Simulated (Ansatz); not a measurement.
# Al3GaN4: the cost of one run

Method: DFT PBEsol, scalar-relativistic, plane waves, PAW, in Ansatz 0.2.0.

2 further runs of the same task are left out: 2 set aside as unsound or not needed. Runs told in other sessions of the task aren't counted.

## 1. The starting structure

Symmetry: P-43m, No. 215, cubic system. The conventional cell has a = 4.407 Å, b = 4.407 Å, c = 4.407 Å, α = 90.00°, β = 90.00°, γ = 90.00°. Al (site symmetry -42m) has 4 N at 1.90 Å in its first shell of neighbours. Ga (site symmetry -43m) is surrounded by 4 N at 1.95 Å. Around N (site symmetry 3m) lie 3 Al at 1.90 Å and 1 Ga at 1.95 Å.

As a file:

```cif
data_structure
_symmetry_space_group_name_H-M 'P-43m'
_symmetry_Int_Tables_number 215
_cell_length_a 4.4070
_cell_length_b 4.4070
_cell_length_c 4.4070
_cell_angle_alpha 90.000
_cell_angle_beta 90.000
_cell_angle_gamma 90.000
_cell_volume 85.59
loop_
_atom_site_label
_atom_site_type_symbol
_atom_site_symmetry_multiplicity
_atom_site_Wyckoff_symbol
_atom_site_fract_x
_atom_site_fract_y
_atom_site_fract_z
_atom_site_occupancy
Al1 Al 3 c 0.50000 0.50000 0.00000 1
Ga1 Ga 1 a 0.00000 0.00000 0.00000 1
N1 N 4 e 0.74471 0.74471 0.25529 1
```

It goes back to an entry of the Materials Project, which need not be the stable form.

It is built from the cell relaxed beforehand with the same method (10.70 Å³/atom).

## 2. The undisturbed cell

input.yaml reads:

```yaml
crystal:
  lattice:
    - [0.0, -4.4069948432, 0.0]
    - [0.0, 0.0, -4.4069948432]
    - [8.8139896863, 0.0, 0.0]
  atoms:
    - { symbol: Al, position: [0.5, 1.0, 0.25] }
    - { symbol: Al, position: [0.5, 1.0, 0.75] }
    - { symbol: Al, position: [0.0, 0.5, 0.25] }
    - { symbol: Al, position: [0.0, 0.5, 0.75] }
    - { symbol: Al, position: [0.5, 0.5, 0.5] }
    - { symbol: Al, position: [0.5, 0.5, 0.0] }
    - { symbol: Ga, position: [0.0, 1.0, 0.5] }
    - { symbol: Ga, position: [0.0, 1.0, 0.0] }
    - { symbol: "N", position: [0.2552922824, 0.7447077176, 0.3723538588] }
    - { symbol: "N", position: [0.2552922824, 0.7447077176, 0.8723538588] }
    - { symbol: "N", position: [0.7447077176, 0.2552922824, 0.3723538588] }
    - { symbol: "N", position: [0.7447077176, 0.2552922824, 0.8723538588] }
    - { symbol: "N", position: [0.2552922824, 0.2552922824, 0.1276461412] }
    - { symbol: "N", position: [0.2552922824, 0.2552922824, 0.6276461412] }
    - { symbol: "N", position: [0.7447077176, 0.7447077176, 0.1276461412] }
    - { symbol: "N", position: [0.7447077176, 0.7447077176, 0.6276461412] }
basis:
  ecutwfc: 420
kpoints:
  mp_grid: { grid: [5, 5, 3] }
hamiltonian:
  xc: pbesol
scf:
  occupations: { method: gaussian, width: 0.05 }
output:
  forces: true
  stress: true
  eigenvalues: true
  write_density: true
  write_potential: true
  elf: true
  volumetric_format: npy
```

Started as:

```
$ ansatz run input.yaml --threads 2 --pin off --max-ram 5120MiB --backend cpu --events-out ev --progress --plain --runs-dir out
```

Q: Estimate wall time and peak memory on 2 threads of Intel Xeon Platinum 8259CL at 2.50GHz (Skylake/Cascade Lake), shared host.

About 9.1 s, with a peak of 0.52 GiB.
